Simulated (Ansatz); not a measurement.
HfC:

```
Hf C
1.0
     0.00000    2.32500    2.32500
     2.32500    0.00000    2.32500
     2.32500    2.32500    0.00000
Hf C
1 1
Direct
  0.50000 0.50000 0.50000
  0.00000 0.00000 0.00000
```

Base run:

```yaml
Program: Ansatz 0.2.0
Functional: PBE
Potentials_or_basis: all-electron LAPW, scalar-relativistic
Cutoff: 303 eV (chosen from the basis error)
Basis_error_allowed: 0.001 eV/atom
k_mesh: 10 × 10 × 10
Occupations: gaussian, width 0.018 eV
Spin: no spin polarisation
```

Its results: band gap on the k mesh none (metal or under the smearing width); pressure 0.3 GPa.

Q: The run is repeated on the same cell with these changes: functional from PBE to PBEsol; occupations from gaussian, width 0.018 eV to gaussian, width 0.05 eV. What comes out?

A: Band gap on the k mesh none (metal or under the smearing width); pressure -6.5 GPa.
